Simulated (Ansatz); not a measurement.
# CuO (Cc) in Ansatz: notebook

Aim: see how the results for CuO move with the level of theory and the settings. Levels: PBE, PBE+U, PBEsol+U. Tasks: band structure, single point, equation of state.

All numbers are computed with Ansatz 0.2.0; they aren't measurements. Logs are shortened: lines on timing, memory, paths and dates and some standing lists are left out, and cuts for length are marked.

### Step 1. The structure

Symmetry: Cc, No. 9, monoclinic system. The conventional cell has a = 4.689 Å, b = 3.427 Å, c = 5.132 Å, α = 90.00°, β = 99.65°, γ = 90.00°. Cu (site symmetry 1) is surrounded by 4 O at 1.91 to 2.02 Å. O (site symmetry 1) has 4 Cu at 1.91 to 2.02 Å as nearest neighbours.

### Step 2. Band structure, PBE

Input file input.yaml:

```yaml
crystal:
  lattice:
    - [2.34464976, -1.71339982, 0.0]
    - [2.34464976, 1.71339982, 0.0]
    - [-0.86054991, 0.0, 5.05943948]
  atoms:
    - { symbol: Cu, position: [0.0032, 0.4968, 0.0] }
    - { symbol: Cu, position: [0.4968, 0.0032, 0.5] }
    - { symbol: O, position: [0.5714, 0.4056, 0.2537] }
    - { symbol: O, position: [0.4056, 0.5714, 0.7537] }
hamiltonian:
  xc: pbe
  pseudopotentials: { kind: paw }
kpoints:
  mp_grid: { grid: [10, 10, 5] }
  band_path:
    path:
      - [[0.0, 0.0, 0.0], [-0.5, -0.5, 0.0], [-0.5249461988, -0.5249461988, 0.3256423996], [-0.5, -0.5, 0.5], [-0.6336779992, -0.3663220008, 0.5]]
      - [[-0.3663220008, 0.3663220008, 0.5], [0.0, 0.0, 0.5], [-0.4750538012, -0.4750538012, 0.6743576004]]
      - [[-0.5, -0.5, 0.0], [-0.612631459, -0.387368541, 0.0]]
      - [[-0.387368541, 0.387368541, 0.0], [0.0, 0.0, 0.0], [-0.5, 0.0, 0.0]]
      - [[-0.5, 0.0, 0.5], [0.0, 0.0, 0.0]]
    npoints: 14
scf:
  occupations: { method: fermi_dirac, width: 0.05 }
  n_extra_bands: 10
output:
  forces: true
  stress: true
  eigenvalues: true
  fatbands: false
```

Potentials or basis: Ansatz PAW.

Run with:

```sh
ansatz run input.yaml --threads 2 --pin off --max-ram 5632MiB --backend cpu --events-out ev --progress --plain --runs-dir out
```

Output:

```text
Warning: RAYON_NUM_THREADS=2 ignored (pool sized by the plan → 2); use --threads N
scf.n_extra_bands = 10 over 25 filled bands (N_el = 50.0): the run solves 35 bands
Engine: ansatz 0.2.0, aarch64-unknown-linux-gnu
Pseudopotentials: kind: paw
Pseudopotential: Cu, paw, valence charge 19, recommended cutoff 420 eV (normal), Cu.paw.azcp
Pseudopotential: O, paw, valence charge 6, recommended cutoff 420 eV (normal), O.paw.azcp
Functional definition: PBE
  parameter kappa = 0.804
  parameter beta = 0.06672455060314922
  exchange = pbe_x(kappa = kappa, mu = beta*pi^2/3)
  correlation = pbe_c(beta = beta)
Crystal: 4 atoms, lattice volume = 40.651 Å³
Basis set: ecut = 420 eV, 789 PW (Γ), exchange–correlation on 40×40×72 points (8 copies of the dense FFT grid, shifted against one another)
Bands: 35, of which v1, the nominal top of the filled ones, is band 25 counted from 1 (24 counted from 0)
Symmetry: 2 space group operations
Space group: Cc (ITA 9), of the structure as read, at distance tolerance 3.4e-5 Å
k-points: 141 of 500 (time reversal used)
Non-local potential: Cu, projectors of the file, l = 0: 3, l = 1: 2, l = 2: 3, l = 3: 1
Non-local potential: O, projectors of the file, l = 0: 2, l = 1: 2, l = 2: 1
PAW form: soft (Blöchl's): semilocal exchange-correlation on the pseudo side does not see the compensation charge
PAW one-centre angular grid: Cu, 590 points (default); XC on 64 Gauss nodes
PAW one-centre angular grid: O, 110 points (default); XC on 64 Gauss nodes
Initial density: superposition of atomic densities (neutral atoms: chi_scale 0, normalization atom), corrected by the library's trained network
Initial wavefunctions: pseudopotential atomic-orbital guess
Functional: x = pbe(κ = 0.804, μ = 0.2195149727645171), c = pbe(β = 0.06672455060314922)
SCF iter   1: F=—  HF=-14382.318397 eV  |F-HF|=—  |Δ(HF+E_count)|=         —  Δρ=4.82e-3  dr2=2.33e-3  ethr=1.77e-3  ⟨swp⟩=5.5  Hψ=18559  notcnv=0  defer=110
preconditioner: auto → Kerker (q_TF=auto, 2.824 Å⁻¹)  [metal: Δε(μ)=0.018 eV  Ē_g=15.729 eV  σ=0.050 eV  W_gap=0.09  n_scr=20 (ndim 8)  ℏωp=34.0 eV  f_vac=0.000  D(μ)=2.34/eV (n_scr^D=26)]
SCF iter   2: F=—  HF=-14382.317998 eV  |F-HF|=—  |Δ(HF+E_count)|=   3.99e-4  Δρ=2.38e-3  dr2=7.06e-4  ethr=4.67e-6  ⟨swp⟩=2.0  Hψ=8423  notcnv=0  defer=300
SCF iter   3: F=—  HF=-14382.317871 eV  |F-HF|=—  |Δ(HF+E_count)|=   1.27e-4  Δρ=3.64e-4  dr2=4.36e-5  ethr=1.41e-6  ⟨swp⟩=2.4  Hψ=6380  notcnv=0  defer=300
SCF iter   4: F=—  HF=-14382.317863 eV  |F-HF|=—  |Δ(HF+E_count)|=   7.59e-6  Δρ=1.23e-4  dr2=5.43e-6  ethr=8.73e-8  ⟨swp⟩=2.0  Hψ=6878  notcnv=0  defer=300
SCF iter   5: F=—  HF=-14382.317864 eV  |F-HF|=—  |Δ(HF+E_count)|=   8.59e-7  Δρ=4.31e-5  dr2=5.34e-7  ethr=1.09e-8  ⟨swp⟩=2.2  Hψ=6893  notcnv=0  defer=300
SCF iter   6: F=—  HF=-14382.317864 eV  |F-HF|=—  |Δ(HF+E_count)|=   1.69e-7  Δρ=2.75e-5  dr2=2.00e-7  ethr=2.00e-10  ⟨swp⟩=7.6  Hψ=23861  notcnv=0
SCF iter   7: F=-14382.317864 eV  HF=-14382.317864 eV  |F-HF|=7.61e-9  |Δ(HF+E_count)|=   6.38e-8  Δρ=7.00e-6  dr2=1.11e-8  ethr=2.00e-10  ⟨swp⟩=4.7  Hψ=17464  notcnv=0
SCF 1 converged in 7 iterations: F = -14382.317864 eV  dr2 = 1.11e-8
NSCF: frozen V_eff on 145 k-points
SCF converged after 7 iterations
Free energy (F): -14382.317864 eV
Harris-Foulkes:  -14382.317864 eV  (|F-HF|=7.61e-9)
Internal energy: -14382.298720 eV  (E = F + TS)
E sigma→0 (E₀):  -14382.308292 eV
Entropy (-TS):   -0.019144 eV (-4.786 meV/atom)
Fermi energy:    12.194967 eV
--- Per-component energies (eV) ---
  E_band       = -856.594636
  E_kinetic    = 943.096311
  E_local      = -9675.785382  (includes V_loc(G=0)·N_el)
  E_nonlocal   = 879.212892
  E_hartree    = 4191.720347
  E_xc         = -323.891079
  E_vxc        = -415.793117  (∫ρ·V_xc dr)
  E_paw        = -3639.820800  (= ΣΔE_a)
  E_vpaw       = -970.772252  (= ΣTr[D̂ρ^β])
  E_aug_tail   = 0.005471  (compensation charges beyond the density's cutoff)
  E_ewald      = -6756.836478
  E_smearing   = -0.019144  (= −TS)
  E_closure    = -0.000000  (closes the sum)
  Σ components = -14382.317864   (vs F -14382.317864, Δ=0.00e0)
--- Forces (eV/Å), atoms counted from 1 ---
  atom   1  Cu    -0.62910967     0.34702156     0.24343425
  atom   2  Cu    -0.62910967    -0.34702156     0.24343425
  atom   3  O      0.62910952     0.30777592    -0.24343049
  atom   4  O      0.62910952    -0.30777592    -0.24343049
  max |Σ_I F_I| component: 7.52e-6 eV/Å
--- Stress (GPa, compression-positive) ---
        5.471274       0.000000      -1.737962
        0.000000       6.672689       0.000000
       -1.737961       0.000000       4.945307
  P = ⅓ Tr σ = 5.6964 GPa (56.964 kbar)
--- Band table (eV; the first three rows and the last of 141) ---
  k-point 0: bands = ["-100.3861", "-100.3855", "-57.9196", "-57.9194", "-57.8920", "-57.8830", "-57.4738", "-57.4733", "-7.7610", "-6.4370", "4.0237", "6.6319", "6.9929", "8.8049", "8.8829", "8.9525", "9.1486", "9.4272", "9.5071", "9.6780", "9.8825", "9.9873", "10.0698", "10.5473", "12.4055", "13.1112", "13.8693", "18.1952", "20.3007", "25.4865", "27.8230", "28.5172", "28.9226", "29.1637", "30.2093"]
  k-point 1: bands = ["-100.3861", "-100.3856", "-57.9196", "-57.9194", "-57.8912", "-57.8839", "-57.4737", "-57.4733", "-7.6540", "-6.5887", "4.3977", "6.7161", "7.0126", "8.1767", "8.5683", "8.6408", "9.2236", "9.3852", "9.6719", "9.7419", "9.9381", "10.1178", "10.3586", "10.4503", "12.3739", "12.9642", "14.4034", "17.6290", "21.1441", "25.5237", "27.2920", "27.3784", "29.0168", "29.4066", "30.6462"]
  k-point 2: bands = ["-100.3859", "-100.3857", "-57.9195", "-57.9194", "-57.8889", "-57.8861", "-57.4736", "-57.4734", "-7.3582", "-6.9548", "5.4022", "6.6919", "6.9347", "7.1973", "8.1619", "8.2038", "9.3916", "9.4752", "9.7769", "9.8052", "9.8997", "10.0896", "10.6006", "10.7190", "12.3463", "12.6102", "15.5067", "16.6333", "22.8533", "24.7883", "26.2866", "26.7005", "29.2126", "29.4751", "30.5636"]
  k-point 140: bands = ["-100.3845", "-100.3844", "-57.9332", "-57.9321", "-57.8873", "-57.8856", "-57.4821", "-57.4812", "-6.3689", "-6.2590", "5.3426", "5.8411", "6.5285", "6.5976", "7.0128", "7.3995", "9.3632", "9.6515", "9.9362", "9.9557", "10.4649", "10.4759", "10.8633", "10.9554", "11.5129", "12.1577", "16.8236", "17.9779", "20.8051", "21.4823", "24.9072", "25.0201", "27.8275", "27.9912", "28.2485"]
```

Run time: 12 s. Hardware: 2 threads of Arm Neoverse V2, shared host; peak memory 0.4 GiB.

What came out:

```
Free energy            : -14382.3179 eV
Pressure               : 5.7 GPa
Largest force          : 0.759 eV/Å
Band gap on the k mesh : none (metal or under the smearing width)
```

Forces on the atoms (eV/Å):
```
Cu  -0.629  0.347  0.243
Cu  -0.629 -0.347  0.243
O    0.629  0.308 -0.243
O    0.629 -0.308 -0.243
```

Stress tensor (GPa, compression positive):
```
 5.47  0.00 -1.74
 0.00  6.67  0.00
-1.74  0.00  4.95
```

Levels at the corners of the path, in eV from the Fermi level:
```
point  band 21  band 22  band 23  band 24  band 25  band 26  band 27  band 28  band 29  band 30
    Γ    -2.31    -2.21    -2.13    -1.65     0.21     0.92     1.67     6.00     8.11    13.29
    Y    -2.12    -2.11    -1.66    -1.21    -0.65     1.06     3.33     7.00     8.50     9.93
    F    -1.90    -1.83    -1.33    -1.32    -0.65     0.19     4.22     6.11     8.67     9.45
    L    -1.65    -1.65    -1.30    -1.30    -0.41    -0.41     5.19     5.19     8.96     8.96
    I    -1.80    -1.80    -1.48    -1.48    -0.28    -0.28     5.82     5.82     9.04     9.04
   I1    -1.80    -1.80    -1.48    -1.48    -0.28    -0.28     5.82     5.82     9.04     9.04
    Z    -2.23    -2.23    -1.47    -1.47     0.25     0.25     3.89     3.89    11.64    11.64
   F1    -1.90    -1.83    -1.33    -1.32    -0.65     0.19     4.22     6.11     8.67     9.45
    Y    -2.12    -2.11    -1.66    -1.21    -0.65     1.06     3.33     7.00     8.50     9.93
   X1    -2.05    -1.99    -1.39    -1.33    -1.28     0.89     4.84     7.15     7.65     9.79
    X    -2.05    -1.99    -1.39    -1.33    -1.28     0.89     4.84     7.15     7.65     9.79
    Γ    -2.31    -2.21    -2.13    -1.65     0.21     0.92     1.67     6.00     8.11    13.29
    N    -2.05    -1.59    -1.49    -1.39    -0.03     0.29     4.85     6.26     6.90    11.05
    M    -2.20    -2.14    -1.72    -1.59    -0.09     0.73     5.09     6.48     8.06     8.48
    Γ    -2.31    -2.21    -2.13    -1.65     0.21     0.92     1.67     6.00     8.11    13.29
```

Caveat: the pressure holds a Pulay correction of +0.7 GPa for the finite cutoff; the run has no spin polarisation, though such a crystal can be magnetic; semilocal functionals often make such compounds metallic where correlation or magnetic order opens a gap, which also shifts bond lengths. With open d or f shells a metallic result of PBE can be an artefact of self-interaction; +U or a hybrid may open a gap.

### Step 3. Band structure, PBE+U

Edit input.yaml of step 2 so:

```diff
@@ -13,2 +13,3 @@
   pseudopotentials: { kind: paw }
+  hubbard: { sites: [{ species: Cu, l: d, u_eff: 5.3 }] }
 kpoints:
```

Potentials or basis: Ansatz PAW.

Run with:

```sh
ansatz run input.yaml --threads 2 --pin off --max-ram 5632MiB --backend cpu --events-out ev --progress --plain --runs-dir out
```

Wall time 15 s (2 threads of Arm Neoverse V2, shared host); peak memory 0.48 GiB.

Results (log left out):

| Quantity | Value |
| --- | --- |
| Free energy | -14380.0285 eV |
| Pressure | 8.3 GPa |
| Largest force | 0.838 eV/Å |
| Band gap on the k mesh | none (metal or under the smearing width) |

Forces on the atoms (eV/Å):
```
Cu  -0.690  0.387  0.276
Cu  -0.690 -0.387  0.276
O    0.690  0.176 -0.276
O    0.690 -0.176 -0.276
```

Stress tensor (GPa, compression positive):
```
 8.71  0.00 -2.21
 0.00  8.08  0.00
-2.21  0.00  8.15
```

Levels at the corners of the path, in eV from the Fermi level:
```csv
point,band 23,band 24,band 25,band 26,band 27,band 28
Γ,-2.49,-2.20,0.25,0.98,2.05,6.61
Y,-2.13,-2.08,-1.00,1.16,3.98,7.70
F,-2.25,-1.83,-0.84,0.23,4.88,6.78
L,-1.93,-1.93,-0.44,-0.44,5.86,5.86
I,-2.25,-2.25,-0.34,-0.34,6.45,6.45
I1,-2.25,-2.25,-0.34,-0.34,6.45,6.45
Z,-1.80,-1.80,0.33,0.33,4.35,4.35
F1,-2.25,-1.83,-0.84,0.23,4.88,6.78
Y,-2.13,-2.08,-1.00,1.16,3.98,7.70
X1,-2.20,-1.91,-1.56,0.99,5.44,7.84
X,-2.20,-1.91,-1.56,0.99,5.44,7.84
Γ,-2.49,-2.20,0.25,0.98,2.05,6.61
N,-2.26,-1.79,0.04,0.37,5.51,6.89
M,-2.63,-2.52,-0.20,0.78,5.69,7.08
Γ,-2.49,-2.20,0.25,0.98,2.05,6.61
```

Eigenvalues of the final occupation matrices:
```
  site  spin  trace               eigenvalues
site 1     1   4.76  0.79 0.98 0.99 1.00 1.00
site 2     1   4.76  0.79 0.98 0.99 1.00 1.00
```

Caveat: the pressure holds a Pulay correction of +0.7 GPa for the finite cutoff; the run has no spin polarisation, though such a crystal can be magnetic; U without spin polarisation on a metal has little footing.

### Step 4. Band structure, PBEsol+U

Edit input.yaml of step 3 so:

```diff
@@ -11,5 +11,5 @@
 hamiltonian:
-  xc: pbe
+  xc: pbesol
   pseudopotentials: { kind: paw }
-  hubbard: { sites: [{ species: Cu, l: d, u_eff: 5.3 }] }
+  hubbard: { sites: [{ species: Cu, l: d, u_eff: 4.5 }] }
 kpoints:
```

Run with:

```sh
ansatz run input.yaml --threads 2 --pin off --max-ram 5632MiB --backend cpu --events-out ev --progress --plain --runs-dir out
```

Wall time 15 s (2 threads of Arm Neoverse V2, shared host); peak memory 0.48 GiB.

It converged, with:

```yaml
Free_energy: -14294.3989 eV
Pressure: -0.6 GPa
Largest_force: 0.784 eV/Å
Band_gap_on_the_k_mesh: none (metal or under the smearing width)
```

Forces on the atoms (eV/Å):
```
Cu  -0.651  0.354  0.256
Cu  -0.651 -0.354  0.256
O    0.651  0.294 -0.256
O    0.651 -0.294 -0.256
```

Stress tensor (GPa, compression positive):
```
-0.55  0.00 -1.47
 0.00  0.68  0.00
-1.47  0.00 -1.79
```

Levels at the corners of the path, in eV from the Fermi level:
| point | band 22 | band 23 | band 24 | band 25 | band 26 | band 27 | band 28 | band 29 |
| --- | --- | --- | --- | --- | --- | --- | --- | --- |
| Γ | -2.68 | -2.40 | -2.25 | 0.26 | 0.98 | 1.93 | 6.38 | 8.52 |
| Y | -3.28 | -2.01 | -1.98 | -0.95 | 1.15 | 3.76 | 7.50 | 8.98 |
| F | -2.44 | -2.11 | -1.75 | -0.81 | 0.22 | 4.67 | 6.58 | 9.15 |
| L | -2.42 | -1.85 | -1.85 | -0.44 | -0.44 | 5.65 | 5.65 | 9.42 |
| I | -2.55 | -2.15 | -2.15 | -0.34 | -0.34 | 6.27 | 6.27 | 9.49 |
| I1 | -2.55 | -2.15 | -2.15 | -0.34 | -0.34 | 6.27 | 6.27 | 9.49 |
| Z | -2.96 | -1.77 | -1.77 | 0.32 | 0.32 | 4.22 | 4.22 | 12.06 |
| F1 | -2.44 | -2.11 | -1.75 | -0.81 | 0.22 | 4.67 | 6.58 | 9.15 |
| Y | -3.28 | -2.01 | -1.98 | -0.95 | 1.15 | 3.76 | 7.50 | 8.98 |
| X1 | -2.82 | -2.07 | -1.83 | -1.53 | 0.98 | 5.25 | 7.64 | 8.14 |
| X | -2.82 | -2.07 | -1.83 | -1.53 | 0.98 | 5.25 | 7.64 | 8.14 |
| Γ | -2.68 | -2.40 | -2.25 | 0.26 | 0.98 | 1.93 | 6.38 | 8.52 |
| N | -2.36 | -2.14 | -1.76 | 0.03 | 0.36 | 5.31 | 6.68 | 7.31 |
| M | -2.69 | -2.56 | -2.38 | -0.18 | 0.78 | 5.50 | 6.93 | 8.42 |
| Γ | -2.68 | -2.40 | -2.25 | 0.26 | 0.98 | 1.93 | 6.38 | 8.52 |

Eigenvalues of the final occupation matrices:
```
  site  spin  trace               eigenvalues
site 1     1   4.75  0.79 0.98 0.99 1.00 1.00
site 2     1   4.75  0.79 0.98 0.99 1.00 1.00
```

Caveat: the pressure holds a Pulay correction of +0.8 GPa for the finite cutoff; the run has no spin polarisation, though such a crystal can be magnetic; U without spin polarisation on a metal has little footing; the PAW data sets come from PBE, with cores solved anew for the run's functional, which leaves a small shift of forces and pressure.

[end of part 1 of 2]
